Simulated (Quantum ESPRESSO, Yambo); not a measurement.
# AgBr (Fm-3m): G0W0 on several meshes in Yambo, part 2 of 2

Aim: the GW shift of AgBr (Fm-3m) against the k mesh.

Quantum ESPRESSO 7.5 and Yambo 5.3.0; PBE and many-body steps on it, plane waves. Known limits of the many-body steps: not at the basis limit; d shell near the gap, gap tends to lie low; no spin-orbit coupling; coarse k mesh.

So far. Step 4 (4×4×4): The gap on the mesh goes from 0.67 eV to 1.63 eV, a correction of +0.96 eV. Step 5 (Empty states on the mesh, 2×2×2 mesh, 136 bands): On this mesh the gap is 0.672 eV.

The database entry behind the starting cell differs from later determinations by our own check (about 0.6 % short of the room-temperature cell), so it need not match the best structure at ambient conditions.

### 6. Conversion and set-up

This step: Yambo 5.3.0; conversion and set-up on PBE, plane waves, norm-conserving pseudopotentials.

Started as:

```console
$ (cd o/x.save; p2y > p2y.log; mv SAVE ../..); yambo > setup.log
```

What it wrote:

```text
 Yambo, version 5.3.0

 [02] CORE Variables Setup
 =========================

  [02.01] Unit cells
  ==================

  Cell kind             :  FCC
  Atoms in the cell     :  Ag  Br
  number of Ag atoms    :  1
  number of Br atoms    :  1

  List of atomic masses
  Mass of Ag    :  107.8700
  Mass of Br    :  79.90400

  List of atomic coordinates    : [cc]
  Ag1       :  0.000000  0.000000  0.000000  order 1
  Br1       :  5.423797  5.423797  5.423797  order 2

  Alat factors          :  5.423797  5.423797  5.423797 [a.u.]
  Direct lattice volume :  319.1100 [a.u.]
[...]
0.000000  0.000000  0.000000  0.000000  0.000000  0.000000  0.000000  0.000000

 [03] Transferred momenta grid and indexing
 ==========================================

 IBZ Q-points                                      :  3
 BZ  Q-points                                      :   8

 K/Q-points units:
 rlu = crystal or reduced units; cc = cartesian coordinates; iku = interal k-units

 Q [1]          [rlu]:  0.000000  0.000000  0.000000
 Q [2]          [rlu]: -0.22755E-17 -0.22755E-17 -0.50000
 Q [3]          [rlu]:  0.22019E-17 -0.50000     -0.50000

  [03.01] X indexes
  =================

   [03.01.01] Sigma indexes
   ========================

 [06] Game Over & Game summary
```

The job ended after 2.3 s (1 MPI rank of Arm Neoverse V1, shared host; peak memory 0.24 GiB).

### 7. 2×2×2

This step: G0W0 on PBE, plane waves, norm-conserving pseudopotentials.

Input file gw11.in:

```
HF_and_locXC
gw0
dyson
ppa
em1d
rim_cut
RandQpts= 1000000
RandGvec= 1 RL
EXXRLvcs= 74 Ry
VXCRLvcs= 296 Ry
Chimod= "HARTREE"
% BndsRnXp
 1 | 136 |
%
NGsBlkXp= 10.5 Ry
% LongDrXp
 1 | 1 | 1 |
%
% GbndRnge
 1 | 136 |
%
DysSolver= "n"
ExtendOut
PPAPntXp= 27.21138 eV
% QPkrange
 2 | 2 | 12 | 15 |
 1 | 1 | 12 | 15 |
%
```

Started as:

```console
$ OMP_NUM_THREADS=1 mpirun -n 4 yambo -F gw11.in -J gw11 -C gw11 > gw11.log
```

What it wrote:

```text
 Yambo, version 5.3.0

 [02] CORE Variables Setup
 =========================

  [... cell, symmetries and grids as in the set-up ...]

  [02.05] Energies & Occupations
  ==============================

  [X] === General ===
  [X] Electronic Temperature                        :  0.000000  0.000000 [eV K]
  [X] Bosonic    Temperature                        :  0.000000  0.000000 [eV K]
  [X] Finite Temperature mode                       : no
  [X] El. density                                   :  0.54983E+24 [cm-3]
  [X] Fermi Level                                   :  8.244730 [eV]

  [X] === Gaps and Widths ===
  [X] Conduction Band Min                           :  0.672137 [eV]
  [X] Valence Band Max                              :  0.000000 [eV]
  [X] Filled Bands                                  :  13
  [X] Empty Bands                                   :   14  136
  [X] Direct Gap                                    :  2.604052 [eV]
  [X] Direct Gap localized at k                     :  1
  [X] Indirect Gap                                  :  0.672137 [eV]
  [X] Indirect Gap between kpts                     :  2  1
  [X] Last valence band width                       :  2.284236 [eV]
  [X] 1st conduction band width                     :  3.066768 [eV]

 [03] Transferred momenta grid and indexing
 ==========================================

 IBZ Q-points                                      :  3
 BZ  Q-points                                      :   8

 K/Q-points units:
 rlu = crystal or reduced units; cc = cartesian coordinates; iku = interal k-units

 Q [1]          [rlu]:  0.000000  0.000000  0.000000
 Q [2]          [rlu]: -0.22755E-17 -0.22755E-17 -0.50000
 Q [3]          [rlu]:  0.22019E-17 -0.50000     -0.50000

 [04] Coloumb potential Random Integration (RIM)
[...]
QP @ state[ 1 ] b range:  12  15

 [xc] Functional : Perdew, Burke & Ernzerhof(X)+Perdew, Burke & Ernzerhof(C)
 [xc] LIBXC used to calculate xc functional
  PP Number of Atomic Species                      :  2
  NLCC RL compoments                               :  27317
  PP Number of Atomic Species                      :  2
  NLCC RL compoments                               :  27317

 [xc] E_xc :  -16.70414 [Ha]
      E_xc :  -33.40828 [Ry]

  Local XC kind (lXC) : Perdew, Burke & Ernzerhof(X)+Perdew, Burke & Ernzerhof(C)
  Non-Local XC kind (nlXC) : Hartree-Fock

  Corrections @ K [1] :  [eV]
 <12|nlXC|12> = -16.82260 -0.84466E-17 <12|lXC|12> = -13.30996 -0.47204E-16
 <13|nlXC|13> = -16.82260  0.11800E-16 <13|lXC|13> = -13.30996 -0.18882E-15
 <14|nlXC|14> = -5.473820 -0.29709E-17 <14|lXC|14> = -10.46877 -0.18882E-15
[...]
Corrections @ K [2] :  [eV]
[...]
<14|nlXC|14> = -4.181549 -0.23243E-18 <14|lXC|14> = -8.637332 -0.23602E-16
 <15|nlXC|15> = -7.269389  0.43766E-17 <15|lXC|15> = -13.30068  0.14161E-15

 [08] Dyson equation: Newton solver
 ==================================

  [08.01] G0W0 (W PPA)
  ====================

  [  GW  ] Bands range     :    1  136
  [GW/PPA] G damping       :  0.100000 [eV]

  QP @ state[ 1 ] K range:  1  2
  QP @ state[ 1 ] b range:  12  15

   Sc/G bands                                       :    1  136
   Sc/G damping                                     :  0.100000 ev
   Sc bands terminator                              : no
   Sx RL components                                 :   3527

   QP @ state[ 1 ] K range                          :  1  2
   QP @ state[ 1 ] b range                          :  12  15
   GF energies kind                                 : Perdew, Burke & Ernzerhof(X)+Perdew, Burke & Ernzerhof(C)
   GF WF`s kind                                     : Perdew, Burke & Ernzerhof(X)+Perdew, Burke & Ernzerhof(C)
   Xs energies kind                                 : Perdew, Burke & Ernzerhof(X)+Perdew, Burke & Ernzerhof(C)
   Xs WF`s kind                                     : Perdew, Burke & Ernzerhof(X)+Perdew, Burke & Ernzerhof(C)

 [11] Game Over & Game summary
```

It took 8.3 s on 4 MPI ranks; peak memory 1.3 GiB.

This step gave:

- G0W0 gap on the points computed: 1.624 eV
- starting gap on the mesh: 0.6721 eV
- k of the valence top: 0, 0, -0.5
- k of the conduction bottom: 0, 0, 0
- least direct G0W0 gap on the computed points: 3.753 eV
- Z at the valence top: 0.8002
- Z at the conduction bottom: 0.8230

Against G0W0 in Yambo (4×4×4 mesh, 136 bands, screening to 142.9 eV, Godby-Needs plasmon pole), the gap moves by −0.004 eV.

### 8. The runs together

Times are wall times on 4 MPI ranks of Arm Neoverse V1, shared host, good to a factor of about two.

```
  run   mesh  bands  screening cutoff (eV)  DFT gap (eV)  gap on the mesh (eV)  direct (eV)   time
4×4×4  4×4×4    136                  142.9         0.672                 1.629        3.756   80 s
2×2×2  2×2×2    136                  142.9         0.672                 1.624        3.753  8.3 s
```

### 9. Summary of results

| Property | Result |
| --- | --- |
| 4×4×4 | 1.629 eV |
| 2×2×2 | 1.624 eV |
| known limits | not at the basis limit; d shell near the gap, gap tends to lie low; no spin-orbit coupling; coarse k mesh |

**Reading.** 2×2×2: −0.004 eV against 4×4×4. Bands and cutoff are finite, so the gap is not at the basis limit. The miss can reach some tenths of an eV and take either sign; the mesh is an error of its own. In the G0W0 runs levels were corrected at 2 k points alone, so a gap called «on the mesh» is the least over those, and an edge elsewhere would be missed. The 4×4×4 mesh is coarse for this cell, which bears on the long-range parts of exchange and screening. Mesh or cutoff lie under what a gap needs, so these runs test behaviour and cost; their gaps are not to be quoted. A d shell, filled or nearly so, lies near the gap. One-shot GW converges very slowly in bands there, not always from below, and on a semilocal start the gap tends to come out low; starts rich in exact exchange can overshoot instead. The many-body steps are scalar-relativistic: spin-orbit coupling is not in them.

[Paths, hosts, dates, memory and timing lines, banners, echoed tables and standing remarks are left out of the program output.]

[Logs are printed without paths, hosts, clocks, repeated set-up lines and the standing remarks that a program may print on its own settings, such as how far it seeks lower states.]

[Runs of the session that timed out or met a known fault of the program may be left out.]

[Hosts, paths, dates, database ids (printed as entryN), source tags and the programs' standing remarks are cut or masked in the printed files.]
